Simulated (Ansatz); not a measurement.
Input and command of a calculation in Ansatz (plane waves; scalar-relativistic PAW potentials unless the input names others):

```yaml
crystal:
  lattice:
    - [2.7442442432, 0.0, 0.0]
    - [-1.3721221216, 2.3765852288, 0.0]
    - [0.0, 0.0, 4.5046893187]
  atoms:
    - { symbol: Al, position: [0.6666666667, 0.3333333333, 0.75] }
    - { symbol: Al, position: [0.3333333333, 0.6666666667, 0.25] }
basis:
  ecutwfc: 420
kpoints:
  mp_grid: { grid: [18, 18, 10] }
hamiltonian:
  xc: pbe
  dispersion: d3bj
  hubbard: { sites: [{ species: Al, l: f, u_eff: 30.0 }] }
scf:
  occupations: { method: fermi_dirac, width: 0.15 }
  max_iter: 100
output:
  forces: true
  eigenvalues: true
  stress: true
```

```bash
ansatz run input.yaml --threads 1 --pin off --max-ram 3072MiB --backend cpu --events-out ev --progress --plain --runs-dir out
```

Question: What will the program do with this input?

Answer: The program refuses it, because of a U on a shell that isn't there (hamiltonian.hubbard: not typed → {"sites": [{"species": "Al", "l": "f", "u_eff": 30.0}]}). Without that key it is accepted.

Abridged log:
```
Error: inconsistent input (hamiltonian.hubbard.sites[].l, hamiltonian.hubbard.sites[].shell): the file of Al doesn't list 4f, and it can't be added: PBE doesn't bind the shell 4f of the free atom, whose level lies at +1.02 eV. Type an atom or ion with it (hamiltonian.pseudopotentials.projection_atoms), take another file or name another shell
```